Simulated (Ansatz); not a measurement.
# FeSi2 (Linzhiite): band structure with PBEsol

Crystal: FeSi2 (Linzhiite).

```
Fe Si
1.0
     2.68400    0.00000    0.00000
     0.00000    2.68400    0.00000
     0.00000    0.00000    5.12800
Fe Si
1 2
Direct
  0.00000 0.00000 0.00000
  0.50000 0.50000 0.73000
  0.50000 0.50000 0.27000
```

```yaml
Program: Ansatz 0.2.0
Task: band structure
Functional: PBEsol
Potentials_or_basis: Ansatz PAW
Cutoff: "420 eV (not typed: the program's choice for these potentials)"
k_mesh: 10 × 10 × 5
Occupations: fermi-dirac, width 0.05 eV
Spin: collinear spin, ferromagnetic start
Starting_moments: "[3.0, 0.0, 0.0] μB"
Path: "[[\"G\", \"X\", \"M\", \"G\", \"Z\", \"R\", \"A\", \"Z\"], [\"X\", \"R\"], [\"M\", \"A\"]]"
Points_for_each_segment_of_the_path: 14
```

* Pressure: -1.6 GPa
* Largest force: 0.251 eV/Å
* Band gap on the k mesh: none (metal or under the smearing width)
* Net moment: 0.00 μB per cell
* Absolute moment: 0.00 μB per cell

Forces on the atoms (eV/Å):
```
Fe   0.000  0.000  0.000
Si   0.000  0.000 -0.251
Si   0.000  0.000  0.251
```

Stress tensor (GPa, compression positive):
```
-1.00  0.00  0.00
 0.00 -1.00  0.00
 0.00  0.00 -2.78
```

Levels at the corners of the path, in eV from the Fermi level:
Spin up:
| point | band 9 | band 10 | band 11 | band 12 | band 13 | band 14 | band 15 | band 16 |
| --- | --- | --- | --- | --- | --- | --- | --- | --- |
| Γ | -1.67 | -1.53 | -1.53 | -0.65 | 4.54 | 4.54 | 6.42 | 7.17 |
| X | -3.85 | -3.21 | -2.11 | -1.11 | 0.11 | 1.44 | 2.29 | 7.89 |
| M | -4.46 | -3.20 | -2.27 | 0.17 | 0.41 | 2.59 | 2.98 | 2.98 |
| Γ | -1.67 | -1.53 | -1.53 | -0.65 | 4.54 | 4.54 | 6.42 | 7.17 |
| Z | -2.36 | -1.58 | -1.58 | -0.65 | 2.46 | 5.64 | 5.64 | 6.36 |
| R | -3.16 | -2.47 | -2.11 | -1.12 | 0.59 | 2.27 | 4.89 | 4.90 |
| A | -3.35 | -3.35 | -1.82 | 0.17 | 0.42 | 0.42 | 1.16 | 2.84 |
| Z | -2.36 | -1.58 | -1.58 | -0.65 | 2.46 | 5.64 | 5.64 | 6.36 |
| X | -3.85 | -3.21 | -2.11 | -1.11 | 0.11 | 1.44 | 2.29 | 7.89 |
| R | -3.16 | -2.47 | -2.11 | -1.12 | 0.59 | 2.27 | 4.89 | 4.90 |
| M | -4.46 | -3.20 | -2.27 | 0.17 | 0.41 | 2.59 | 2.98 | 2.98 |
| A | -3.35 | -3.35 | -1.82 | 0.17 | 0.42 | 0.42 | 1.16 | 2.84 |
Spin down:
| point | band 10 | band 11 | band 12 | band 13 | band 14 | band 15 |
| --- | --- | --- | --- | --- | --- | --- |
| Γ | -1.53 | -1.53 | -0.65 | 4.54 | 4.54 | 6.42 |
| X | -3.21 | -2.11 | -1.11 | 0.11 | 1.44 | 2.29 |
| M | -3.20 | -2.27 | 0.17 | 0.41 | 2.59 | 2.98 |
| Γ | -1.53 | -1.53 | -0.65 | 4.54 | 4.54 | 6.42 |
| Z | -1.58 | -1.58 | -0.65 | 2.46 | 5.64 | 5.64 |
| R | -2.47 | -2.11 | -1.12 | 0.59 | 2.27 | 4.89 |
| A | -3.35 | -1.82 | 0.17 | 0.42 | 0.42 | 1.16 |
| Z | -1.58 | -1.58 | -0.65 | 2.46 | 5.64 | 5.64 |
| X | -3.21 | -2.11 | -1.11 | 0.11 | 1.44 | 2.29 |
| R | -2.47 | -2.11 | -1.12 | 0.59 | 2.27 | 4.89 |
| M | -3.20 | -2.27 | 0.17 | 0.41 | 2.59 | 2.98 |
| A | -3.35 | -1.82 | 0.17 | 0.42 | 0.42 | 1.16 |

Run time: 8.3 s on 2 threads of Arm Neoverse V1, on a shared host, peak memory 0.34 GiB.

Caveat: the starting moments collapsed, and a magnetic state may lie lower; the PAW data sets come from PBE, with cores solved anew for the run's functional, which leaves a small shift of forces and pressure; the starting moments weren't kept.
